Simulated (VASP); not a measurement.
# Ca (Immm) in VASP: a series of runs, part 2 of 2

VASP 6.6.1. The steps go on from the part before.

### Step 5. Single point, PBEsol (strained and moved within a subgroup)

The input, INCAR:

```
ALGO = Fast
EDIFF = 1E-7
ENCUT = 520
GGA = PS
ISIF = 2
ISMEAR = 0
LASPH = True
LCHARG = False
LREAL = False
LWAVE = False
NBANDS = 11
NELM = 100
PREC = Accurate
SIGMA = 0.1
```

The input, KPOINTS:

```
k-points
0
Gamma
  12 12 12
```

The input, POSCAR:

```
Ca
1.0
   -2.0942646490      2.0979066581      2.4100764636
    2.0584157820     -2.0979066581      2.3793419575
    2.0942646490      2.0979066581     -2.4100764636
Ca
1
Direct
    0.5000000000      0.5000000000      0.0000000000
```

Potentials or basis: VASP PAW PBE potentials, release 64 (Ca_sv).

Launch:

```sh
$ cat potpaw_PBE.64/Ca_sv/POTCAR > POTCAR
$ mpirun -np 1 vasp_std > vasp.out
```

OUTCAR:

```text
EDIFF = 1E-7
   ENCUT = 520
   GGA = PS
   ISIF = 2
   ISMEAR = 0
   LASPH = True
   LREAL = False
   NELM = 100
   PREC = Accurate

 ion  position               nearest neighbor table
   1  0.500  0.500  0.000-

  LATTYP: Found a base centered monoclinic cell.
 ALAT       =     6.2923266547
 B/A-ratio  =     0.6668142877
 C/A-ratio  =     0.6599775238
 COS(beta)  =    -0.6486472160

  Lattice vectors:

 A1 = (  -2.0584157820,  -2.0979066581,  -2.3793419575)
 A2 = (  -2.0584157820,   2.0979066581,  -2.3793419575)
 A3 = (   4.1526804310,   0.0000000000,  -0.0307345061)

Analysis of symmetry for initial positions (statically):
=====================================================================
 Subroutine PRICEL returns:
 Original cell was already a primitive cell.

 Routine SETGRP: Setting up the symmetry group for a
 base centered monoclinic supercell.

 Subroutine GETGRP returns: Found  4 space group operations
 (whereof  4 operations were pure point group operations)
 out of a pool of  4 trial point group operations.

The static configuration has the point symmetry C_2h.

Analysis of symmetry for dynamics (positions and initial velocities):
=====================================================================
 Subroutine PRICEL returns:
 Original cell was already a primitive cell.

 Routine SETGRP: Setting up the symmetry group for a
 base centered monoclinic supercell.

 Subroutine GETGRP returns: Found  4 space group operations
 (whereof  4 operations were pure point group operations)
 out of a pool of  4 trial point group operations.

The dynamic configuration has the point symmetry C_2h.

 Subroutine INISYM returns: Found  4 space group operations
 (whereof  4 operations are pure point group operations),
 and found     1 'primitive' translations

----------------------------------------------------------------------------------------

                                     Primitive cell

  volume of cell :      41.7228

  direct lattice vectors                    reciprocal lattice vectors
    -2.094264649  2.097906658  2.410076464     0.001545393  0.238332815  0.208805185
     2.058415782 -2.097906658  2.379341957     0.242367055  0.000000000  0.210607739
     2.094264649  2.097906658 -2.410076464     0.240821661  0.238332815  0.001802554

  length of vectors
     3.820422140  3.781475377  3.820422140     0.316866730  0.321087852  0.338822745

  position of ions in fractional coordinates (direct lattice)
     0.500000000  0.500000000  1.000000000

  ion indices of the primitive-cell ions
   primitive index   ion index
                 1           1

----------------------------------------------------------------------------------------

 KPOINTS: k-points

Automatic generation of k-mesh.
 Grid dimensions read from file:
 generate k-points for:   12   12   12

 Generating k-lattice:

  Cartesian coordinates                     Fractional coordinates (reciprocal lattice)
     0.000128783  0.019861068  0.017400432     0.083333333  0.000000000  0.000000000
     0.020197255  0.000000000  0.017550645     0.000000000  0.083333333  0.000000000
     0.020068472  0.019861068  0.000150213     0.000000000 -0.000000000  0.083333333

  Length of vectors
     0.026405561  0.026757321  0.028235229

  Shift w.r.t. Gamma in fractional coordinates (k-lattice)
     0.000000000  0.000000000  0.000000000

 Subroutine IBZKPT returns following result:
 ===========================================

 Found    476 irreducible k-points:

 Following reciprocal coordinates:
            Coordinates               Weight
  0.000000  0.000000  0.000000      1.000000
  0.083333  0.000000 -0.000000      4.000000
  0.166667 -0.000000 -0.000000      4.000000
  0.250000  0.000000 -0.000000      4.000000
  0.333333  0.000000 -0.000000      4.000000
  0.416667 -0.000000 -0.000000      4.000000
[... 16 lines left out ...]
  0.250000  0.166667  0.000000      4.000000
  0.333333  0.166667  0.000000      4.000000
 [... further k-points ...]
   k-points           NKPTS =    476   k-points in BZ     NKDIM =    476   number of bands    NBANDS=     11
   number of dos      NEDOS =    301   number of ions     NIONS =      1
   total plane-waves  NPLWV =  21952
   dimension x,y,z NGX =    28 NGY =   28 NGZ =   28
   dimension x,y,z NGXF=    56 NGYF=   56 NGZF=   56
   ions per type =               1
   NGX,Y,Z   is equivalent  to a cutoff of  12.18, 12.31, 12.18 a.u.
   NGXF,Y,Z  is equivalent  to a cutoff of  24.37, 24.62, 24.37 a.u.
 SYSTEM =  unknown system
   PREC   = accura    normal or accurate (medium, high low for compatibility)
   ISTART =      0    job   : 0-new  1-cont  2-samecut
   ICHARG =      2    charge: 1-file 2-atom 10-const
   ISPIN  =      1    spin polarized calculation?
   LNONCOLLINEAR =      F non collinear calculations
   LSORBIT =      F    spin-orbit coupling
   LASPH  =      T    aspherical Exc in radial PAW
   ENCUT  =  520.0 eV  38.22 Ry    6.18 a.u.   7.10  7.03  7.10*2*pi/ulx,y,z
   NELM   =    100;   NELMIN=  2; NELMDL= -5     # of ELM steps
   EDIFF  = 0.1E-06   stopping-criterion for ELM
   LREAL  =      F    real-space projection
   EDIFFG = 0.1E-05   stopping-criterion for IOM
   NSW    =      0    number of steps for IOM
   IBRION =     -1    ionic relax: 0-MD 1-quasi-New 2-CG
   NFREE  =      0    steps in history (QN), initial steepest desc. (CG)
   ISIF   =      2    stress and relaxation
   ISYM   =      2    0-nonsym 1-usesym 2-fastsym
   POTIM  = 0.5000    time-step for ionic-motion
   TEBEG  =    0.0;   TEEND  =   0.0 temperature during run
   PSTRESS=    0.0 pullay stress
   NELECT =      10.0000    total number of electrons
   NUPDOWN=      -1.0000    fix difference up-down
   EMIN   =  10.00;   EMAX   =-10.00  energy-range for DOS
   EFERMI =   0.00;   METHOD = LEGACY
   ISMEAR =     0;   SIGMA  =   0.10  broadening in eV -4-tet -1-fermi 0-gaus
   EFERMI_NEDOS =   21; number of points for ismear=-14 and -15
   IALGO  =     68    algorithm
   IMIX   =      4    mixing-type and parameters
     AMIX     =   0.40;   BMIX     =  1.00
     AMIX_MAG =   1.60;   BMIX_MAG =  1.00
  volume/ion in A,a.u.               =      41.72       281.56
  Fermi-wavevector in a.u.,A,eV,Ry     =   1.016913  1.921686 14.069942  1.034112
  Thomas-Fermi vector in A             =   2.150284
   LORBIT       =      0    0 simple, 1 ext, 2 COOP (PROOUT), +10 PAW based schemes
   GGA     = PS    functional components
   LHFCALC =     F    Hartree Fock is set to
   AEXX    =    0.0000 exact exchange contribution
   IVDW    =     0    specifies the selected vdW correction
   LEPSILON=     F    determine dielectric tensor
   LRPA    =     F    only Hartree local field effects (RPA)
 non-spin polarized calculation
 RMM-DIIS sequential band-by-band and
 Gauss-broadening in eV      SIGMA  =   0.10
  energy-cutoff  :      520.00
  volume of cell :       41.72
 maximum number of plane-waves:      1142
   NGX = 15   NGY = 15   NGZ = 15

 number of electron      10.0000000 magnetization

 number of electron       9.9999999 magnetization

 Free energy of the ion-electron system (eV)
  ---------------------------------------------------
  ext. energy  EPLUGINS =         0.00000000
  ---------------------------------------------------
  free energy    TOTEN  =        -2.12265420 eV

  energy without entropy =       -2.11412981  energy(sigma->0) =       -2.11839201

 E-fermi :   1.9675     XC(G=0):  -7.8458

 val. band max:        1.9675030371   @ k =   0.1667   0.4167  -0.0000
 cond. band min:       1.9685755741   @ k =  -0.4167   0.5000   0.3333
 fundamental gap:      0.0010725370
 Fermi energy:         1.9675442605

 k-point     1 :       0.0000    0.0000    0.0000
  band No.  band energies     occupation
      1     -39.8819      2.00000
      2     -20.8769      2.00000
      3     -20.8745      2.00000
      4     -20.8614      2.00000
      5      -2.1155      2.00000
      6       4.1162      0.00000
      7       4.1729      0.00000
      8       4.7136      0.00000
      9       4.9335      0.00000
     10       5.6187      0.00000
     11      11.5095      0.00000
[... 309 lines left out ...]
 k-point    24 :       0.3333    0.1667    0.0000
  band No.  band energies     occupation
      1     -39.8662      2.00000
      2     -20.9998      2.00000
      3     -20.9292      2.00000
      4     -20.8777      2.00000
      5       0.6929      2.00000
      6       2.4010      0.00000
      7       3.4322      0.00000
      8       4.9080      0.00000
      9       5.4808      0.00000
     10       6.4323      0.00000
     11       7.5034      0.00000

 [... further k-points ...]

------------------------ aborting loop because EDIFF is reached ----------------------------------------

  FORCE on cell =-STRESS in cart. coord.  units (eV):
  Direction    XX          YY          ZZ          XY          YZ          ZX
  --------------------------------------------------------------------------------------
  -------------------------------------------------------------------------------------
  Total       -0.1531922     -0.1677758     -0.0702470      0.0000000     -0.0000000      0.0427022
  in kB       -5.8826609     -6.4426782     -2.6975236      0.0000000     -0.0000000      1.6397864
  external PRESSURE =      -5.0076209 kB  Pullay stress =       0.0000000 kB

 VOLUME and BASIS-vectors are now :
 -----------------------------------------------------------------------------
  energy-cutoff  :      520.00
  volume of cell :       41.72
      direct lattice vectors                 reciprocal lattice vectors
    -2.094264649  2.097906658  2.410076464     0.001545393  0.238332815  0.208805185
     2.058415782 -2.097906658  2.379341957     0.242367055  0.000000000  0.210607739
     2.094264649  2.097906658 -2.410076464     0.240821661  0.238332815  0.001802554

 POSITION                                       TOTAL-FORCE (eV/Angst)
 -----------------------------------------------------------------------------------
     -0.01792      0.00000      2.39471        -0.000000      0.000000     -0.000000
 -----------------------------------------------------------------------------------
    total drift:                                0.000000     -0.000000      0.000000

  FREE ENERGIE OF THE ION-ELECTRON SYSTEM (eV)
  ---------------------------------------------------
  free  energy   TOTEN  =        -2.1226542041 eV

  energy  without entropy=       -2.1141298064  energy(sigma->0) =       -2.11839201
```

It took 89 s on 1 thread of Intel Xeon 6975P-C (Granite Rapids), shared host; peak memory 0.32 GiB.

What came out:

* Free energy: -2.1227 eV
* Pressure: -0.5 GPa
* Band gap on the k mesh: none (metal or under the smearing width)

Levels at points of the mesh, in eV from the Fermi level:
| k point | band 1 | band 2 | band 3 | band 4 | band 5 | band 6 | band 7 | band 8 | band 9 | band 10 |
| --- | --- | --- | --- | --- | --- | --- | --- | --- | --- | --- |
| (0.00, 0.00, 0.00) | -41.85 | -22.84 | -22.84 | -22.83 | -4.08 | 2.15 | 2.21 | 2.75 | 2.97 | 3.65 |
| (0.50, 0.00, 0.00) | -41.83 | -22.99 | -22.88 | -22.84 | -1.00 | -0.13 | 1.66 | 2.85 | 3.75 | 4.35 |
| (0.00, 0.50, 0.00) | -41.83 | -22.99 | -22.89 | -22.84 | -0.94 | -0.05 | 1.62 | 2.84 | 3.78 | 4.37 |
| (0.50, 0.50, 0.00) | -41.83 | -22.99 | -22.89 | -22.86 | -0.73 | 0.34 | 0.89 | 3.75 | 3.90 | 4.48 |
| (0.50, 0.00, 0.50) | -41.83 | -22.98 | -22.88 | -22.84 | -1.01 | -0.14 | 1.59 | 2.92 | 3.83 | 4.33 |
| (0.50, 0.50, 0.50) | -41.82 | -22.96 | -22.93 | -22.93 | -0.14 | 0.22 | 2.59 | 4.11 | 4.26 | 4.28 |

Caveat: the PAW data sets were made with another functional, which shifts forces and pressure a little.

### Step 6. Summary

```tsv
cell	k mesh	further INCAR settings	gap on the mesh (eV)	pressure (GPa)
strained and moved within a subgroup	14 × 14 × 14	ALGO = Fast; EDIFF = 1e-06; NBANDS = 11	none	-2.0
strained and moved within the space group	14 × 14 × 14	ALGO = Fast; EDIFF = 1e-06; NBANDS = 11	none	1.2
strained and moved within a subgroup	12 × 12 × 12	ALGO = Fast; EDIFF = 1e-07; NBANDS = 11	none	-0.5
```

Alike in all rows: task single point; level PBEsol; potentials or basis VASP PAW PBE potentials, release 64 (Ca_sv); no spin polarisation; cutoff (eV) 520; smearing gaussian 0.1 eV.

Caveats: the PAW data sets were made with another functional, which shifts forces and pressure a little.

Total energies depend on the potentials used, so only differences within one code and one set of settings carry meaning.
